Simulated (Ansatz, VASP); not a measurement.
**One calculation of Ir, two programs**

```
Ir
1.0
     0.00000    1.94496    1.94496
     1.94496    0.00000    1.94496
     1.94496    1.94496    0.00000
Ir
1
Direct
  0.00000 0.00000 0.00000
```

Change from the starting cell: volume scaled by 1.04.

Alike in both runs: task single point; functional PBEsol; k mesh 18 × 18 × 18; occupations fermi-dirac, width 0.05 eV; no spin polarisation.

|  | VASP | Ansatz |
| --- | --- | --- |
| version | VASP 6.6.1 | Ansatz 0.2.0 |
| potentials or method | VASP PAW PBE potentials, release 64 (Ir), cutoff 520 eV | all-electron LAPW, scalar-relativistic |

```csv
,VASP,Ansatz,Ansatz less VASP
pressure (GPa),-15.2,-15.9,-0.71
```

Ansatz ran all-electron here, so the differences hold the error of VASP's frozen core and of both bases.

Caveats: so large a pressure means that the cell lies far from this level's equilibrium, or that cutoff or potentials fall short (VASP); the potentials were made for another functional, which shifts forces and pressure (VASP). The runs have no spin-orbit coupling, so splittings on Ir are missing.
